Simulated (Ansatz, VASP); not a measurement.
## Two plane-wave programs on TaN

Contents of INCAR:

```
SYSTEM = TaN
  ALGO = Normal
  EDIFF = 1E-7
  ENCUT = 520
  GGA = PE
  ISIF = 2
  ISMEAR = 0
  LASPH = .True.
  LCHARG = .False.
  LREAL = Auto
  LWAVE = .False.
  NBANDS = 78
  NELM = 60
  PREC = Accurate
  SIGMA = 0.1
```

The input KPOINTS:

```
k-points
0
Gamma
  1 1 1
  0 0 0
```

File POSCAR:

```
TaN
1.0
    0.0000000000      0.0000000000     -5.7955432028
    2.9501846797     -5.1098697569      0.0000000000
   -5.9003693593      0.0000000000      0.0000000000
Ta N
8 8
Direct
    0.2500000000      0.1666666667      0.3333333333
    0.7500000000      0.1666666667      0.3333333333
    0.2500000000      0.6666666667      0.3333333333
    0.7500000000      0.6666666667      0.3333333333
    0.2500000000      0.1666666667      0.8333333333
    0.7500000000      0.1666666667      0.8333333333
    0.2500000000      0.6666666667      0.8333333333
    0.7500000000      0.6666666667      0.8333333333
    0.5000000000      0.0000000000      0.5000000000
    0.0000000000      0.0000000000      0.5000000000
    0.5000000000      0.5000000000      0.5000000000
    0.0000000000      0.5000000000      0.5000000000
    0.5000000000      0.0000000000      0.0000000000
    0.0000000000      0.0000000000      0.0000000000
    0.5000000000      0.5000000000      0.0000000000
    0.0000000000      0.5000000000      0.0000000000
```

Input for Ansatz:

```yaml
crystal:
  lattice:
    - [0.0, 0.0, -5.7955432028]
    - [2.9501846797, -5.1098697569, 0.0]
    - [-5.9003693593, 0.0, 0.0]
  atoms:
    - { symbol: Ta, position: [0.25, 0.1666666667, 0.3333333333] }
    - { symbol: Ta, position: [0.75, 0.1666666667, 0.3333333333] }
    - { symbol: Ta, position: [0.25, 0.6666666667, 0.3333333333] }
    - { symbol: Ta, position: [0.75, 0.6666666667, 0.3333333333] }
    - { symbol: Ta, position: [0.25, 0.1666666667, 0.8333333333] }
    - { symbol: Ta, position: [0.75, 0.1666666667, 0.8333333333] }
    - { symbol: Ta, position: [0.25, 0.6666666667, 0.8333333333] }
    - { symbol: Ta, position: [0.75, 0.6666666667, 0.8333333333] }
    - { symbol: "N", position: [0.5, 0.0, 0.5] }
    - { symbol: "N", position: [0.0, 0.0, 0.5] }
    - { symbol: "N", position: [0.5, 0.5, 0.5] }
    - { symbol: "N", position: [0.0, 0.5, 0.5] }
    - { symbol: "N", position: [0.5, 0.0, 0.0] }
    - { symbol: "N", position: [0.0, 0.0, 0.0] }
    - { symbol: "N", position: [0.5, 0.5, 0.0] }
    - { symbol: "N", position: [0.0, 0.5, 0.0] }
basis:
  ecutwfc: 420
  xc_grid: 2
kpoints:
  mp_grid: { grid: [1, 1, 1], shift: [0.0, 0.0, 0.0] }
hamiltonian:
  xc: pbe
scf:
  occupations: { method: gaussian, width: 0.1 }
output:
  forces: true
  stress: true
  eigenvalues: true
```

Alike in both runs: task single point; functional PBE; k mesh 1 × 1 × 1; occupations gaussian, width 0.1 eV; no spin polarisation.

```csv
,VASP,Ansatz
version,VASP 6.6.1,Ansatz 0.2.0
potentials or method,"VASP PAW PBE potentials, release 64 (Ta_pv, N)","scalar-relativistic, plane waves, PAW"
plane-wave cutoff (eV),520,420
valence electrons in the cell,128,144
```

```csv
,VASP,Ansatz,Ansatz less VASP
pressure (GPa),-3.3,-4.0,-0.71
largest component of the traceless stress (GPa),1.21,1.13,-0.087
```

The two sets of potentials don't hold the same shells in valence.

Caveats: the k mesh is coarse (spacing up to 1.23 Å⁻¹), so the values aren't converged; spin-orbit coupling is left out, which moves the levels of the heavy elements; an odd mesh through Γ misses points on the zone boundary, where band edges often lie.
